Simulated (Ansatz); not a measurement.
Crystal: SnO2 (Cassiterite).

```
CELL_PARAMETERS angstrom
4.73800 0.00000 0.00000
0.00000 4.73800 0.00000
0.00000 0.00000 3.18650
ATOMIC_POSITIONS crystal
Sn 0.50000 0.50000 0.50000
Sn 0.00000 0.00000 0.00000
O 0.80710 0.19290 0.50000
O 0.69290 0.69290 0.00000
O 0.19290 0.80710 0.50000
O 0.30710 0.30710 0.00000
```

- Program: Ansatz 0.2.0
- Task: relaxation of cell and atoms
- Functional: PBE
- Potentials or basis: Ansatz PAW
- Cutoff: 420 eV (not typed: the program's choice for these potentials)
- k mesh: 6 × 6 × 8
- Occupations: fermi-dirac, width 0.05 eV
- Spin: no spin polarisation

At the start: volume 11.92 Å³/atom.

Problem. How do energy, volume and symmetry change on relaxing?

Solution. It ends after 7 steps and the volume is 12.58 Å³/atom (+5.5 %); space group P4_2/mnm (No. 136, to 0.05 Å).

The path:
```tsv
step	energy change (eV)	largest force (eV/Å)	volume (Å³)
1	0.0000	0.2753	71.53
2	-0.1050	0.0297	75.13
3	-0.1047	0.0464	75.26
4	-0.1052	0.0077	75.23
5	-0.1294	0.0089	75.23
6	-0.1286	0.0005	75.45
7	-0.1297	0.0006	75.45
```

Final structure:
```yaml
crystal:
  lattice:
    - [4.82700, 0.00000, 0.00000]
    - [0.00000, 4.82700, 0.00000]
    - [0.00000, 0.00000, 3.23828]
  atoms:
    - { symbol: Sn, position: [0.50000, 0.50000, 0.50000] }
    - { symbol: Sn, position: [0.00000, 0.00000, 0.00000] }
    - { symbol: O, position: [0.80657, 0.19343, 0.50000] }
    - { symbol: O, position: [0.69343, 0.69343, 0.00000] }
    - { symbol: O, position: [0.19343, 0.80657, 0.50000] }
    - { symbol: O, position: [0.30657, 0.30657, 0.00000] }
```

Caveat: the plane-wave basis is chosen anew once the cell has moved, so the energies of steps on either side of that aren't comparable; the pressure holds a Pulay correction of +0.8 GPa for the finite cutoff.
